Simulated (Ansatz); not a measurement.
# Si: one contact scaled

An exercise on one series of results from a longer session: the logs are not shown, and one member is left open.

Program: Ansatz 0.2.0. Level of theory: DFT PBE, with the methods named in each step. These are calculated values, not measurements.

### The starting structure

The structure is cubic, space group Fd-3m (No. 227). The conventional cell has a = 5.429 Å, b = 5.429 Å, c = 5.429 Å, α = 90.00°, β = 90.00°, γ = 90.00°. Si (site symmetry -43m) is surrounded by 4 Si at 2.35 Å.

Coordinates:

```
CELL_PARAMETERS angstrom
0.00000 2.71442 2.71442
2.71442 0.00000 2.71442
2.71442 2.71442 0.00000
ATOMIC_POSITIONS crystal
Si 0.87500 0.87500 0.87500
Si 0.12500 0.12500 0.12500
```

Atoms are numbered in the order of the input: Si1, Si2.

Set-up of the first run:

Input file input.yaml:

```yaml
crystal:
  lattice:
    - [0.0, 2.7144176166, 2.7144176166]
    - [2.7144176166, 0.0, 2.7144176166]
    - [2.7144176166, 2.7144176166, 0.0]
  atoms:
    - { symbol: Si, position: [-0.125, -0.125, -0.125] }
    - { symbol: Si, position: [0.125, 0.125, 0.125] }
kpoints:
  mp_grid: { grid: [10, 10, 10] }
scf:
  occupations: { method: fermi_dirac, width: 0.05 }
hamiltonian:
  xc: pbe
  pseudopotentials: { kind: paw }
output:
  forces: true
  stress: true
  eigenvalues: true
  efg: { contact_densities: true }
  populations: true
```

Run with:

```console
> ansatz run input.yaml --threads 1 --pin off --max-ram 2048MiB --backend cpu --events-out ev --progress --plain --runs-dir out
```

Among the steps run: Shortest bond scaled by 1, PAW; Shortest bond scaled by 0.94, PAW; Shortest bond scaled by 0.88, PAW; Shortest bond scaled by 0.82, PAW; Shortest bond scaled by 0.58, PAW; Shortest bond scaled by 0.58, PAW (level accurate).

One of the session's tables, all rows but one given; the rest of the session is left out.

```
              method  length (Å)  F from the given length (eV/cell)  force along the bond (eV/Å)  pressure (GPa)  largest force (eV/Å)
                 PAW       1.363                             18.884                       64.153          110.84                64.153
                 PAW       1.928                              1.782                       10.054           13.28                10.054
                 PAW       2.069                                  ?                            ?               ?                     ?
                 PAW       2.210                              0.156                        2.347            2.98                 2.347
                 PAW       2.351                              0.000                        0.000            2.12                 0.000
PAW (level accurate)       1.363                                  –                       61.707          106.65                61.707
```

**Question.** Estimate the row for PAW, 2.069.

The run gave: F from the given length (eV/cell): 0.700; force along the bond (eV/Å): 5.540; pressure (GPa): 6.17; largest force (eV/Å): 5.540.
